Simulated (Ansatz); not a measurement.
# W: the cost of one run

Program: Ansatz 0.2.0. Level of theory: DFT PBE, scalar-relativistic, plane waves, PAW. These are calculated values, not measurements.

2 further runs of the same task are left out: 2 set aside as unsound or not needed.

**1. Starting point**

Symmetry: Fd-3m, No. 227, cubic system. The conventional cell has a = 5.470 Å, b = 5.470 Å, c = 5.470 Å, α = 90.00°, β = 90.00°, γ = 90.00°. Around Si (site symmetry -43m) lie 4 Si at 2.37 Å.

Coordinates:

```
CELL_PARAMETERS angstrom
0.00000 2.73488 2.73488
2.73488 0.00000 2.73488
2.73488 2.73488 0.00000
ATOMIC_POSITIONS crystal
Si 0.50000 0.50000 0.50000
Si 0.75000 0.75000 0.75000
```

It is the result of an earlier relaxation at this level (volume 20.46 Å³/atom; gap on the mesh: 0.62 eV).

**2. The film's bulk: W**

Relaxed beforehand at this level: -10384.8179 eV/atom, gap on the mesh none (metal).

```cif
data_structure
_symmetry_space_group_name_H-M 'P 1'
_symmetry_Int_Tables_number 1
_cell_length_a 2.7570
_cell_length_b 2.7570
_cell_length_c 2.7570
_cell_angle_alpha 109.471
_cell_angle_beta 109.471
_cell_angle_gamma 109.471
_cell_volume 16.13
loop_
_atom_site_label
_atom_site_type_symbol
_atom_site_fract_x
_atom_site_fract_y
_atom_site_fract_z
_atom_site_occupancy
W1 W 0.00000 0.00000 0.00000 1
```

The bulk reference of Si, the base, comes from a run made before at the same settings: -635.8098 eV/atom.

**3. The film's bulk on the base's lattice**

The (110) plane of W is fitted to the (100) plane of Si, a strain of -0.8 % along x and +5.2 % along y; the third vector and the atoms relax.

input.yaml reads:

```yaml
crystal:
  lattice:
    - [5.4697624338, 0.0, 0.0]
    - [-2.7348812169, 8.2046436507, 0.0]
    - [-0.9116270723, -1.3674406084, 2.194108607]
  atoms:
    - { symbol: W, position: [0.0, 0.0, 0.0] }
    - { symbol: W, position: [0.0, 0.3333333333, 0.0] }
    - { symbol: W, position: [0.0, 0.6666666667, 0.0] }
    - { symbol: W, position: [0.5, 0.0, 0.0] }
    - { symbol: W, position: [0.5, 0.3333333333, 0.0] }
    - { symbol: W, position: [0.5, 0.6666666667, 0.0] }
basis:
  ecutwfc: 420
kpoints:
  mp_grid: { grid: [7, 5, 16] }
hamiltonian:
  xc: pbe
scf:
  occupations: { method: gaussian, width: 0.1 }
output:
  forces: true
  stress: true
  eigenvalues: true
relax:
  adjacent_minimum: "off"
  f_tol: 0.01
  max_steps: 50
  cell: { fix: [a, b, gamma], stress_tol: 0.1 }
```

The run is started by

```sh
> ansatz run input.yaml --threads 4 --pin off --max-ram 10240MiB --backend cpu --events-out ev --progress --plain --runs-dir out
```

**Question.** How long does this run take on 4 threads of AMD EPYC (Zen 3), shared host, and how much memory does it need?

About 3 min, with a peak of 1.2 GiB.
